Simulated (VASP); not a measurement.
# Ge (Cmcm) in VASP: further runs

Runs on Ge. Level: PBE. Tasks: single point.

All numbers are computed with VASP 6.6.1; they aren't measurements. Logs are shortened: lines on timing, memory, paths and dates and some standing lists are left out, and cuts for length are marked.

## (1) The crystal as given

The structure is orthorhombic, space group Cmcm (No. 63). Conventional cell: a = 2.976 Å, b = 5.189 Å, c = 4.728 Å, α = 90.00°, β = 90.00°, γ = 90.00°. Ge (site symmetry m2m) has 12 Ge at 2.92 to 2.99 Å as nearest neighbours.

This isn't the form of Ge at room conditions, which is diamond.

## (2) Single point, PBE

INCAR

```
SYSTEM = Ge
PREC = Accurate
ENCUT = 350
EDIFF = 1E-6
ISMEAR = 0
SIGMA = 0.05
LREAL = .False.
LASPH = .True.
NELM = 100
ALGO = Normal
ISIF = 2
LWAVE = .False.
LCHARG = .False.
GGA = PE
ADDGRID = .False.
```

KPOINTS

```
regular mesh
0
Gamma
  9 9 5
  0 0 0
```

POSCAR

```
Ge
1.0
    1.4880529250     -2.5946896100      0.0000000000
    1.4880529250      2.5946896100      0.0000000000
    0.0000000000      0.0000000000      4.7275957900
Ge
2
Direct
    0.3334466300      0.6665533700      0.2500000000
    0.6665533700      0.3334466300      0.7500000000
```

Potentials or basis: VASP PAW PBE potentials, release 64 (Ge_d).

The run is started by

```console
$ cat potpaw_PBE.64/Ge_d/POTCAR > POTCAR
$ mpirun -np 1 vasp_std > vasp.out
```

OUTCAR:

```text
SYSTEM = Ge
   PREC = Accurate
   ENCUT = 350
   EDIFF = 1E-6
   ISMEAR = 0
   LREAL = .False.
   LASPH = .True.
   NELM = 100
   ISIF = 2
   GGA = PE

 Found     75 irreducible k-points:

 Following reciprocal coordinates:
            Coordinates               Weight
  0.000000  0.000000  0.000000      1.000000
  0.111111  0.000000  0.000000      4.000000
  0.222222  0.000000  0.000000      4.000000
  0.333333  0.000000  0.000000      4.000000
  0.444444  0.000000  0.000000      4.000000
  0.111111  0.111111  0.000000      2.000000
   k-points           NKPTS =     75   k-points in BZ     NKDIM =     75   number of bands    NBANDS=     18
   number of dos      NEDOS =    301   number of ions     NIONS =      2
   total plane-waves  NPLWV =   9720
   dimension x,y,z NGX =    18 NGY =   18 NGZ =   30
   dimension x,y,z NGXF=    36 NGYF=   36 NGZF=   60
   ions per type =               2
   NGX,Y,Z   is equivalent  to a cutoff of  10.00, 10.00, 10.55 a.u.
   NGXF,Y,Z  is equivalent  to a cutoff of  20.01, 20.01, 21.10 a.u.
 SYSTEM =  Ge
   PREC   = accura    normal or accurate (medium, high low for compatibility)
   ISTART =      0    job   : 0-new  1-cont  2-samecut
   ICHARG =      2    charge: 1-file 2-atom 10-const
   ISPIN  =      1    spin polarized calculation?
   LNONCOLLINEAR =      F non collinear calculations
   LSORBIT =      F    spin-orbit coupling
   LASPH  =      T    aspherical Exc in radial PAW
   ENCUT  =  350.0 eV  25.72 Ry    5.07 a.u.   4.56  4.56  7.21*2*pi/ulx,y,z
   NELM   =    100;   NELMIN=  2; NELMDL= -5     # of ELM steps
   EDIFF  = 0.1E-05   stopping-criterion for ELM
   LREAL  =      F    real-space projection
   EDIFFG = 0.1E-04   stopping-criterion for IOM
   NSW    =      0    number of steps for IOM
   IBRION =     -1    ionic relax: 0-MD 1-quasi-New 2-CG
   NFREE  =      0    steps in history (QN), initial steepest desc. (CG)
   ISIF   =      2    stress and relaxation
   ISYM   =      2    0-nonsym 1-usesym 2-fastsym
   POTIM  = 0.5000    time-step for ionic-motion
   TEBEG  =    0.0;   TEEND  =   0.0 temperature during run
   PSTRESS=    0.0 pullay stress
   NELECT =      28.0000    total number of electrons
   NUPDOWN=      -1.0000    fix difference up-down
   EMIN   =  10.00;   EMAX   =-10.00  energy-range for DOS
   EFERMI =   0.00;   METHOD = LEGACY
   ISMEAR =     0;   SIGMA  =   0.05  broadening in eV -4-tet -1-fermi 0-gaus
   EFERMI_NEDOS =   21; number of points for ismear=-14 and -15
   IALGO  =     38    algorithm
   IMIX   =      4    mixing-type and parameters
     AMIX     =   0.40;   BMIX     =  1.00
     AMIX_MAG =   1.60;   BMIX_MAG =  1.00
  volume/ion in A,a.u.               =      18.25       123.18
  Fermi-wavevector in a.u.,A,eV,Ry     =   1.498544  2.831837 30.553703  2.245634
  Thomas-Fermi vector in A             =   2.610289
   LORBIT       =      0    0 simple, 1 ext, 2 COOP (PROOUT), +10 PAW based schemes
   GGA     = PE    functional components
   LHFCALC =     F    Hartree Fock is set to
   AEXX    =    0.0000 exact exchange contribution
   IVDW    =     0    specifies the selected vdW correction
   LEPSILON=     F    determine dielectric tensor
   LRPA    =     F    only Hartree local field effects (RPA)
 non-spin polarized calculation
 Gauss-broadening in eV      SIGMA  =   0.05
  energy-cutoff  :      350.00
  volume of cell :       36.51
 maximum number of plane-waves:       561
   NGX =  9   NGY =  9   NGZ = 15

 number of electron      27.9999870 magnetization

 Free energy of the ion-electron system (eV)
  ---------------------------------------------------
  ext. energy  EPLUGINS =         0.00000000
  ---------------------------------------------------
  free energy    TOTEN  =        -8.33512114 eV

  energy without entropy =       -8.33292898  energy(sigma->0) =       -8.33402506

 E-fermi :   7.1310     XC(G=0): -11.4691

 val. band max:        7.1244253427   @ k =  -0.4444   0.2222   0.2000
 cond. band min:       7.1404547521   @ k =   0.2222   0.2222   0.4000
 fundamental gap:      0.0160294094
 Fermi energy:         7.1309863580

 k-point     1 :       0.0000    0.0000    0.0000
  band No.  band energies     occupation
      1     -17.5979      2.00000
      2     -17.5873      2.00000
      3     -17.5859      2.00000
      4     -17.5836      2.00000
      5     -17.5782      2.00000
      6     -17.5749      2.00000
      7     -17.5666      2.00000
      8     -17.5644      2.00000
      9     -17.4918      2.00000
     10     -17.4897      2.00000
     11      -6.3073      2.00000
     12      -0.4131      2.00000
     13       1.5273      2.00000
     14      13.6689      0.00000
     15      13.7857      0.00000
     16      15.7555      0.00000
     17      15.8736      0.00000
     18      17.1755      0.00000

 k-point     2 :       0.1111    0.0000    0.0000
  band No.  band energies     occupation
      1     -17.6020      2.00000
      2     -17.5903      2.00000
      3     -17.5763      2.00000
      4     -17.5740      2.00000
      5     -17.5709      2.00000
      6     -17.5692      2.00000
      7     -17.5688      2.00000
      8     -17.5668      2.00000
      9     -17.4973      2.00000
     10     -17.4895      2.00000
     11      -6.0315      2.00000
     12      -0.1616      2.00000
     13       1.8142      2.00000
     14      11.2513      0.00000
     15      12.6531      0.00000
     16      14.6402      0.00000
     17      16.1574      0.00000
     18      16.6197      0.00000

 k-point     3 :       0.2222    0.0000    0.0000
  band No.  band energies     occupation
      1     -17.6195      2.00000
      2     -17.5842      2.00000
      3     -17.5829      2.00000
      4     -17.5803      2.00000
      5     -17.5668      2.00000
      6     -17.5494      2.00000
      7     -17.5423      2.00000
      8     -17.5409      2.00000
      9     -17.5134      2.00000
     10     -17.4861      2.00000
     11      -5.2048      2.00000
     12       0.5775      2.00000
     13       2.6628      2.00000
     14       7.5615      0.00000
     15      11.2061      0.00000
     16      12.1840      0.00000
     17      14.5227      0.00000
     18      15.6741      0.00000

 k-point     4 :       0.3333    0.0000    0.0000
  band No.  band energies     occupation
      1     -17.6374      2.00000
      2     -17.6001      2.00000
      3     -17.5908      2.00000
      4     -17.5860      2.00000
      5     -17.5514      2.00000
      6     -17.5291      2.00000
      7     -17.5196      2.00000
      8     -17.5139      2.00000
      9     -17.5103      2.00000
     10     -17.4832      2.00000
     11      -3.8379      2.00000
     12       1.6065      2.00000
     13       4.0286      2.00000
     14       4.3758      2.00000
     15       9.2896      0.00000
     16      10.1316      0.00000
     17      11.6357      0.00000
     18      14.2309      0.00000

 k-point     5 :       0.4444    0.0000    0.0000
  band No.  band energies     occupation
      1     -17.6484      2.00000
      2     -17.6125      2.00000
      3     -17.5973      2.00000
      4     -17.5892      2.00000
      5     -17.5401      2.00000
      6     -17.5379      2.00000
      7     -17.5003      2.00000
      8     -17.4959      2.00000
      9     -17.4899      2.00000
     10     -17.4816      2.00000
     11      -2.0239      2.00000
     12       0.6657      2.00000
     13       4.1879      2.00000
     14       5.7070      2.00000
     15       6.6065      2.00000
     16       9.0794      0.00000
     17       9.5725      0.00000
     18      13.5760      0.00000

 k-point     6 :       0.1111    0.1111    0.0000
  band No.  band energies     occupation
      1     -17.6012      2.00000
      2     -17.6005      2.00000
      3     -17.5807      2.00000
      4     -17.5756      2.00000
      5     -17.5659      2.00000
      6     -17.5614      2.00000
      7     -17.5488      2.00000
      8     -17.5476      2.00000
      9     -17.5082      2.00000
     10     -17.4878      2.00000
     11      -5.4772      2.00000
     12       0.3384      2.00000
     13       2.3851      2.00000
     14       9.0802      0.00000
     15      10.2095      0.00000
     16      14.0945      0.00000
     17      14.8948      0.00000
     18      15.3590      0.00000

 [... further k-points ...]

------------------------ aborting loop because EDIFF is reached ----------------------------------------

  FORCE on cell =-STRESS in cart. coord.  units (eV):
  Direction    XX          YY          ZZ          XY          YZ          ZX
  --------------------------------------------------------------------------------------
  -------------------------------------------------------------------------------------
  Total        0.7358339      0.5607924      1.0982903      0.0000000      0.0000000      0.0000000
  in kB       32.2935847     24.6115270     48.2007278      0.0000000      0.0000000      0.0000000
  external PRESSURE =      35.0352798 kB  Pullay stress =       0.0000000 kB

 VOLUME and BASIS-vectors are now :
 -----------------------------------------------------------------------------
  energy-cutoff  :      350.00
  volume of cell :       36.51
      direct lattice vectors                 reciprocal lattice vectors
     1.488052925 -2.594689610  0.000000000     0.336009554 -0.192701277  0.000000000
     1.488052925  2.594689610  0.000000000     0.336009554  0.192701277  0.000000000
     0.000000000  0.000000000  4.727595790     0.000000000  0.000000000  0.211524006

 POSITION                                       TOTAL-FORCE (eV/Angst)
 -----------------------------------------------------------------------------------
      1.48805      0.86431      1.18190         0.000000     -0.000736     -0.000000
      1.48805     -0.86431      3.54570         0.000000      0.000736      0.000000
 -----------------------------------------------------------------------------------
    total drift:                                0.000000     -0.000000      0.000000

  FREE ENERGIE OF THE ION-ELECTRON SYSTEM (eV)
  ---------------------------------------------------
  free  energy   TOTEN  =        -8.3351211434 eV

  energy  without entropy=       -8.3329289826  energy(sigma->0) =       -8.33402506
```

Run time: 8.9 s. Hardware: 1 thread of Intel Xeon 6975P-C (Granite Rapids), shared host; peak memory 0.14 GiB.

These settings aren't checked as converged: the numbers below hold their error.

Results:

* Free energy: -8.3351 eV
* Band gap on the k mesh: none (metal or under the smearing width)

Caveat: the cutoff is under 1.25 times the usual one of these potentials, so pressure, stress and relaxed cells hold a basis-set (Pulay) error.

(Continued in part 2 of 2.)
